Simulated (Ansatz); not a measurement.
A run of Ansatz 0.2.0 is set up as follows.

The input input.yaml:

```yaml
crystal:
  lattice:
    - [0.0, 2.5575, 2.5575]
    - [2.5575, 0.0, 2.5575]
    - [2.5575, 2.5575, 0.0]
  atoms:
    - { symbol: Hf, position: [0.0, 0.0, 0.0] }
    - { symbol: O, position: [0.75, 0.75, 0.75] }
    - { symbol: O, position: [0.25, 0.25, 0.25] }
hamiltonian:
  xc: pbe
  pseudopotentials: { kind: paw }
kpoints:
  mp_grid: { grid: [9, 9, 9] }
scf:
  occupations: { method: fermi_dirac, width: 0.05 }
output:
  forces: true
  stress: true
  eigenvalues: true
relax:
  f_tol: 0.01
  max_steps: 40
  cell: { stress_tol: 0.05, p_target: 20.0 }
```

Potentials or basis: Ansatz PAW.

Launch:

```sh
$ ansatz run input.yaml --threads 2 --pin off --max-ram 5632MiB --backend cpu --events-out ev --progress --plain --runs-dir out
```

(1) What does it give for the band gap on the k mesh?

(2) What does it give for the space group after relaxing (to 0.05 Å)?

(3) Predict the relaxed volume.

(4) Predict the relaxed cell.

## Answers

(1) 4.04 eV, indirect (least direct gap 4.16 eV).

(2) Fm-3m (No. 225).

(3) 10.29 Å³/atom.

(4) a = 3.521 Å, b = 3.521 Å, c = 3.521 Å, α = 60.00°, β = 60.00°, γ = 60.00°.

Caveat: odd divisions of the mesh miss points on the zone boundary, where band edges often lie, so the gap on the mesh can be too wide; the plane-wave basis is chosen anew once the cell has moved, so the energies of steps on either side of that aren't comparable; the pressure holds a Pulay correction of +0.9 GPa for the finite cutoff; spin-orbit coupling is left out, which moves the levels of the heavy elements.
